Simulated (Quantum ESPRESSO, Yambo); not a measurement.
# LiF (Griceite): G0W0 on several meshes in Yambo, part 2 of 2

How does the mesh move the gap of LiF (Griceite)?

Quantum ESPRESSO 7.5 and Yambo 5.3.0; PBE and many-body steps on it, plane waves. Known limits of the many-body steps: not at the basis limit; coarse k mesh.

So far. Step 5 (Empty states on the mesh, 6×6×6 mesh, 53 bands): On this mesh the gap is 9.115 eV. Step 7 (6×6×6): Against G0W0 in Yambo (2×2×2 mesh, 53 bands, screening to 210.9 eV, Godby-Needs plasmon pole), the gap moves by +0.290 eV.

### 8. Empty states on the mesh, 8×8×8 mesh, 53 bands

This step: Quantum ESPRESSO 7.5; DFT, PBE, plane waves, norm-conserving pseudopotentials.

Contents of pw.in:

```
&control
  calculation = 'nscf'
  prefix = 'x'
  outdir = 'o'
  pseudo_dir = 'pseudo'
/
&system
  ibrav = 0
  nat = 2
  ntyp = 2
  ecutwfc = 72.0
  nbnd = 53
  force_symmorphic = .true.
/
&electrons
  conv_thr = 1e-9
  electron_maxstep = 80
  diago_full_acc = .true.
  diago_thr_init = 5e-6
/
ATOMIC_SPECIES
  Li 6.94 Li.upf
  F 18.998 F.upf
CELL_PARAMETERS angstrom
  0.0000000000 2.0140000000 2.0140000000
  2.0140000000 0.0000000000 2.0140000000
  2.0140000000 2.0140000000 -0.0000000000
ATOMIC_POSITIONS crystal
  Li 0.0000000000 0.0000000000 0.0000000000
  F 0.5000000000 0.5000000000 0.5000000000
K_POINTS automatic
  8 8 8 0 0 0
```

Launch:

```sh
$ OMP_NUM_THREADS=1 mpirun -n 8 pw.x -nk 4 -in pw.in > pw.out
```

The program printed:

```text
[banner, memory and clock lines left out]
Program PWSCF v.7.5 starts

     Atomic positions and unit cell read from directory:
     o/x.save/

     Message from routine setup:
     using ibrav=0 with symmetry is DISCOURAGED, use correct ibrav instead

     bravais-lattice index     =            0
     lattice parameter (alat)  =       5.3824  a.u.
     unit-cell volume          =     110.2567 (a.u.)^3
     number of atoms/cell      =            2
     number of atomic types    =            2
     number of electrons       =        10.00
[...]
100.5142 101.2719 101.2719 101.2720 101.8429

          k = 0.0884 0.0884-0.0884 (  1143 PWs)   bands (ev):

[...]
101.7275 104.8750 104.8750 105.6596 107.0346

          k = 0.1768 0.1768-0.1768 (  1131 PWs)   bands (ev):

[...]
83.4719  83.4719  84.8333  86.1441  86.7228  86.7228  91.4670  91.4670
    94.3996  94.3996  94.9317  96.9510  96.9510  97.0580 104.9642 107.2309
   107.2309 111.4302 111.9347 111.9347 112.8508

          k = 0.2652 0.2652-0.2652 (  1143 PWs)   bands (ev):

     [... further k-points ...]

     highest occupied, lowest unoccupied level (ev):     0.9065   10.0211

     XML data file, pseudopotentials, collected wavefunctions
```

Wall time 3.1 s (8 MPI ranks of Arm Neoverse V1, shared host); peak memory 0.34 GiB.

Numbers from this step:

```
gap                                                           : 9.115 eV
k of the valence top                                          : 0, 0, 0
k of the conduction bottom                                    : 0, 0, 0
least direct gap                                              : 9.115 eV
k points computed                                             : 29
lowest point of the top converged band, above the valence top : 100.9364 eV
```

On this mesh the gap is 9.115 eV.

### 9. Conversion and set-up

This step: Yambo 5.3.0; conversion and set-up on PBE, plane waves, norm-conserving pseudopotentials.

Launch:

```sh
$ (cd o/x.save; p2y > p2y.log; mv SAVE ../..); yambo > setup.log
```

The program printed:

```text
 Yambo, version 5.3.0

 [02] CORE Variables Setup
 =========================

  [02.01] Unit cells
  ==================

  Cell kind             :  FCC
  Atoms in the cell     :  Li  F
  number of Li atoms    :  1
  number of F  atoms    :  1

  List of atomic masses
  Mass of Li    :  6.940000
  Mass of F     :  18.99800

  List of atomic coordinates    : [cc]
  Li1       :  0.000000  0.000000  0.000000  order 1
  F1       :  3.805908  3.805908  3.805908  order 2

  Alat factors          :  3.805908  3.805908  3.805908 [a.u.]
  Direct lattice volume :  110.2567 [a.u.]
[...]
Q [ 1]         [rlu]:  0.000000  0.000000  0.000000
 Q [ 2]         [rlu]: -0.44736E-17 -0.44736E-17  0.12500
 Q [ 3]         [rlu]: -0.89471E-17 -0.89471E-17  0.25000
[...]
Q [ 8]         [rlu]: -0.89471E-17  0.12500      0.37500
 Q [ 9]         [rlu]: -0.26293E-17  0.12500      0.50000
 Q [10]         [rlu]:  0.17894E-16  0.12500     -0.37500
     [... 17 further rows ...]
 Q [28]         [rlu]:  0.125000 -0.500000 -0.375000
 Q [29]         [rlu]:  0.250000 -0.500000 -0.250000

  [03.01] X indexes
  =================

   [03.01.01] Sigma indexes
   ========================

 [06] Game Over & Game summary
```

The job ended after 2.2 s (1 MPI rank; peak memory 0.24 GiB).

### 10. 8×8×8

This step: G0W0 on PBE, plane waves, norm-conserving pseudopotentials.

Contents of gw15.in:

```
HF_and_locXC
gw0
dyson
ppa
em1d
rim_cut
RandQpts= 1000000
RandGvec= 1 RL
EXXRLvcs= 72 Ry
VXCRLvcs= 288 Ry
Chimod= "HARTREE"
% BndsRnXp
 1 | 53 |
%
NGsBlkXp= 15.5 Ry
% LongDrXp
 1 | 1 | 1 |
%
% GbndRnge
 1 | 53 |
%
DysSolver= "n"
ExtendOut
PPAPntXp= 27.21138 eV
% QPkrange
 1 | 1 | 4 | 7 |
%
```

Launch:

```sh
$ OMP_NUM_THREADS=1 mpirun -n 8 yambo -F gw15.in -J gw15 -C gw15 > gw15.log
```

The program printed:

```text
 Yambo, version 5.3.0

 [02] CORE Variables Setup
 =========================

  [... cell, symmetries and grids as in the set-up ...]

  [02.05] Energies & Occupations
  ==============================

  [X] === General ===
  [X] Electronic Temperature                        :  0.000000  0.000000 [eV K]
  [X] Bosonic    Temperature                        :  0.000000  0.000000 [eV K]
  [X] Finite Temperature mode                       : no
  [X] El. density                                   :  0.61206E+24 [cm-3]
[...]
Sx RL components                                 :  1211

   QP @ state[ 1 ] K range                          :  1  1
   QP @ state[ 1 ] b range                          :   4   7
   GF energies kind                                 : Perdew, Burke & Ernzerhof(X)+Perdew, Burke & Ernzerhof(C)
   GF WF`s kind                                     : Perdew, Burke & Ernzerhof(X)+Perdew, Burke & Ernzerhof(C)
   Xs energies kind                                 : Perdew, Burke & Ernzerhof(X)+Perdew, Burke & Ernzerhof(C)
   Xs WF`s kind                                     : Perdew, Burke & Ernzerhof(X)+Perdew, Burke & Ernzerhof(C)

 [11] Game Over & Game summary
```

Wall time 1.7 min (8 MPI ranks); peak memory 2.6 GiB.

This step gave:

```yaml
g0w0_gap_on_the_points_computed: 13.26 eV
starting_gap_on_the_mesh: 9.115 eV
k_of_the_valence_top: 0, 0, 0
k_of_the_conduction_bottom: 0, 0, 0
least_direct_g0w0_gap_on_the_computed_points: 13.26 eV
```

Against G0W0 in Yambo (2×2×2 mesh, 53 bands, screening to 210.9 eV, Godby-Needs plasmon pole), the gap moves by +0.288 eV.

### 11. The runs together

Times are wall times on 8 MPI ranks of Arm Neoverse V1, shared host, good to a factor of about two.

```csv
run,mesh,bands,screening cutoff (eV),DFT gap (eV),gap on the mesh (eV),direct (eV),time
2×2×2,2×2×2,53,210.9,9.115,12.968,12.968,2.8 s
6×6×6,6×6×6,53,210.9,9.115,13.258,13.258,26 s
8×8×8,8×8×8,53,210.9,9.115,13.256,13.256,1.7 min
```

### 12. Outcome

```yaml
2x2x2: 12.968 eV
6x6x6: 13.258 eV
8x8x8: 13.256 eV
known_limits: not at the basis limit; coarse k mesh
```

**Reading.** 6×6×6: +0.290 eV against 2×2×2. 8×8×8: +0.288 eV against 2×2×2. Bands and cutoff are finite, so the gap is not at the basis limit. The miss can reach some tenths of an eV and take either sign; the mesh is an error of its own. In the G0W0 runs levels were corrected at 1 k point alone, so a gap called «on the mesh» is the least over those, and an edge elsewhere would be missed. The 2×2×2 mesh is coarse for this cell, which bears on the long-range parts of exchange and screening.

[Paths, hosts, dates, memory and timing lines, banners, echoed tables and standing remarks are left out of the program output.]

[Logs are printed without paths, hosts, clocks, repeated set-up lines and the standing remarks that a program may print on its own settings, such as how far it seeks lower states.]

[Runs of the session that timed out or met a known fault of the program may be left out.]

[Hosts, paths, dates, database ids (printed as entryN), source tags and the programs' standing remarks are cut or masked in the printed files.]
